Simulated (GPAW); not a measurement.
The system is Sc.

```xyz
2
Lattice="3.3090 0.0000 0.0000 -1.6545 2.8657 0.0000 0.0000 0.0000 5.2733" Properties=species:S:1:pos:R:3 pbc="T T T"
Sc    1.6545    0.9552    3.9550
Sc    0.0000    1.9105    1.3183
```

| Item | Value |
| --- | --- |
| Program | GPAW 26.7.0 |
| Task | relaxation of cell and atoms |
| Functional | PBE |
| Dispersion | D4 |
| Potentials or basis | GPAW PAW data sets (gpaw-data 1.2.1) |
| Cutoff | 600 eV |
| Basis | pw |
| k mesh | 7 × 7 × 4 |
| Occupations | fermi-dirac, width 0.05 eV |
| Spin | no spin polarisation |

At the start: pressure -2.6 GPa; volume 25.00 Å³/atom.

Question: How do energy, volume and symmetry change on relaxing?

Answer: Over 7 steps the energy falls by 14.5 meV/atom and the volume is 23.81 Å³/atom (-4.8 %); space group P6_3/mmc (No. 194, to 0.05 Å).

The path:
```csv
step,energy change (eV),largest force (eV/Å),pressure (GPa),volume (Å³)
1,0.0000,0.0000,-2.57,50.00
2,-0.0079,0.0005,-2.16,49.58
3,-0.0279,0.0004,0.37,47.29
4,-0.0282,0.0010,0.18,47.44
5,-0.0286,0.0000,-0.02,47.61
6,-0.0289,0.0002,-0.11,47.67
7,-0.0290,0.0002,-0.05,47.62
```

Final structure:
```cif
data_structure
_symmetry_space_group_name_H-M 'P 1'
_symmetry_Int_Tables_number 1
_cell_length_a 3.2853
_cell_length_b 3.2853
_cell_length_c 5.0950
_cell_angle_alpha 90.000
_cell_angle_beta 90.000
_cell_angle_gamma 120.000
_cell_volume 47.62
loop_
_atom_site_label
_atom_site_type_symbol
_atom_site_fract_x
_atom_site_fract_y
_atom_site_fract_z
_atom_site_occupancy
Sc1 Sc 0.66667 0.33333 0.74999 1
Sc2 Sc 0.33333 0.66667 0.25001 1
```

Caveat: later steps reuse the first step's grids; pairwise dispersion overbinds metals, which lowers pressure and volume.
